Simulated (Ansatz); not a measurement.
**CsCl: how the settings move a single-point run**

Aim: see which settings change the result for CsCl, by how much, and at what cost.

Method: reference: DFT, PBE, all-electron LAPW, scalar-relativistic, in Ansatz 0.2.0.

## (1) The system as given

The structure is orthorhombic, space group Cmmm (No. 65). The conventional cell has a = 5.802 Å, b = 5.860 Å, c = 4.123 Å, α = 90.00°, β = 90.00°, γ = 90.00°. Cs (site symmetry mmm) is surrounded by 8 Cl at 3.56 to 3.58 Å. Around Cl (site symmetry mmm) lie 8 Cs at 3.56 to 3.58 Å.

As a file:

```
Cs Cl
1.0
     4.12300    0.02062    0.00000
     0.02062    4.12300    0.00000
     0.00000    0.00000    4.12300
Cs Cl
1 1
Direct
  0.00000 0.00000 0.00000
  0.50000 0.50000 0.50000
```

## (2) The reference run

input.yaml

```yaml
crystal:
  lattice:
    - [4.123, 0.020615, 0.0]
    - [0.020615, 4.123, 0.0]
    - [0.0, 0.0, 4.123]
  atoms:
    - { symbol: Cs, position: [0.0, 0.0, 0.0] }
    - { symbol: Cl, position: [0.5, 0.5, 0.5] }
kpoints:
  mp_grid: { grid: [6, 6, 6] }
scf:
  occupations: { method: fermi_dirac, width: 0.03 }
hamiltonian:
  xc: pbe
  pseudopotentials: { kind: all_electron, lapw: { basis_error: 0.001 } }
output:
  forces: true
  stress: true
  eigenvalues: true
```

Started as:

```sh
$ ansatz run input.yaml --threads 1 --pin off --max-ram 2048MiB --backend cpu --events-out ev --progress --plain --runs-dir out
```

## (3) Changed: xc_grid 4

Edit input.yaml of step 2 so:

```diff
@@ -19 +19,3 @@
   eigenvalues: true
+basis:
+  xc_grid: 4
```

Q: Predict the outcome of this session. Wanted: for each run, ending; energy change; pressure; gap; force.

The runs gave:

| run | ending | energy change | pressure (GPa) | gap (eV) | force (eV/Å) | cycles | time |
| --- | --- | --- | --- | --- | --- | --- | --- |
| reference | converged | 0 | 1.0 | 5.27 | 0.00 | 8 | 8.9 s |
| 1: xc_grid 4 | converged | 0.0 meV/atom | 1.0 | 5.27 | 0.00 | 8 | 10 s |

Residual by cycle in the longest SCF loop of each run; runs are numbered as in the table. The quantity is the density residual dr2, in eV.

| cycle | reference | run 1 |
| --- | --- | --- |
| 1 | 0.412 | 0.412 |
| 2 | 0.0887 | 0.0887 |
| 3 | 0.0431 | 0.0431 |
| 4 | 0.00103 | 0.00103 |
| 5 | 1.3e-5 | 1.3e-5 |
| 6 | 6.9e-7 | 6.9e-7 |
| 7 | 4.4e-8 | 4.4e-8 |
| 8 | 9.4e-9 | 9.4e-9 |

**Reading.** Changing the numerical grids hardly moves the energy: 0.0 meV/atom. The gap of the reference lacks spin-orbit coupling, though the cell holds Cs.

The gaps are Kohn-Sham values of a semilocal functional, not quasiparticle or optical gaps. Such gaps usually fall short of the measured ones.
